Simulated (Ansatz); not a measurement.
GaN (rocksalt): G0W0 against its settings

GaN built on the rocksalt prototype, relaxed with r2SCAN; one-shot G0W0 in Ansatz without spin-orbit coupling. Values at 0 K without nuclear motion; spin polarisation is off, and the phase may be a hypothetical one.

```cif
data_structure
_symmetry_space_group_name_H-M 'Fm-3m'
_symmetry_Int_Tables_number 225
_cell_length_a 4.2170
_cell_length_b 4.2170
_cell_length_c 4.2170
_cell_angle_alpha 90.000
_cell_angle_beta 90.000
_cell_angle_gamma 90.000
_cell_volume 74.99
loop_
_atom_site_label
_atom_site_type_symbol
_atom_site_symmetry_multiplicity
_atom_site_Wyckoff_symbol
_atom_site_fract_x
_atom_site_fract_y
_atom_site_fract_z
_atom_site_occupancy
Ga1 Ga 4 a 0.00000 0.00000 0.00000 1
N1 N 4 b 0.50000 0.00000 0.00000 1
```

Gaps are read over the mesh points alone. G0W0 here is at a finite number of bands, screening cutoff and k mesh, not at the basis limit.
```tsv
start	potentials	frequency model	mesh	empty bands	screening cutoff (eV)	Kohn-Sham gap (eV)	G0W0 gap (eV)	rough cost
PBE	PAW	contour deformation	6×6×6	30	80	0.63	1.45	10 core-seconds
PBE	PAW	contour deformation	6×6×6	70	140	0.63	1.44	22 core-seconds
PBE	PAW	contour deformation	6×6×6	129	210	0.63	1.36	70 core-seconds
HSE06	PAW	contour deformation	6×6×6	70	140	1.90	2.03	50 core-seconds
LDA	PAW	contour deformation	6×6×6	70	140	0.42	1.46	22 core-seconds
r2SCAN	PAW	contour deformation	6×6×6	70	140	1.15	1.69	22 core-seconds
PBE	PAW	Godby-Needs pole	6×6×6	70	140	0.63	1.41	21 core-seconds
PBE	PAW	contour deformation	8×8×8	30	80	0.66	1.52	40 core-seconds
PBE	norm-conserving	contour deformation	6×6×6	70	140	0.61	1.49	60 core-seconds
```

The quasiparticle gap on this mesh is 1.36 eV (Γ–K (0.44 of the way from Γ) to X), against 0.63 eV from PBE: +0.73 eV. Renormalisation factors Z lie between 0.75 and 0.82.

Raising bands and cutoff together moves the gap by -0.01 eV (80 to 140 eV), then -0.08 eV (140 to 210 eV); the last step is still large, so the basis limit isn't reached. Starting from HSE06 (1.90 eV against PBE's 0.63 eV) gives 2.03 eV, +0.59 eV from G0W0@PBE at the same screening cutoff. Starting from LDA (0.42 eV against PBE's 0.63 eV) gives 1.46 eV, +0.02 eV from G0W0@PBE at the same screening cutoff. Starting from r2SCAN (1.15 eV against PBE's 0.63 eV) gives 1.69 eV, +0.25 eV from G0W0@PBE at the same screening cutoff. The Godby-Needs plasmon pole differs from contour deformation by -0.03 eV. An 8×8×8 mesh in place of 6×6×6 changes the opening over PBE by +0.03 eV (the gap on the mesh by +0.07 eV, the PBE gap by +0.03 eV). Norm-conserving potentials (wave cutoff 1240 eV against 420 eV) shift the quasiparticle gap by +0.05 eV and the PBE gap by -0.02 eV. r2SCAN runs take a wave cutoff of 500 eV.

With a shallow d shell on the cation, G0W0 converges slowly in bands and cutoff, so these values are in doubt.
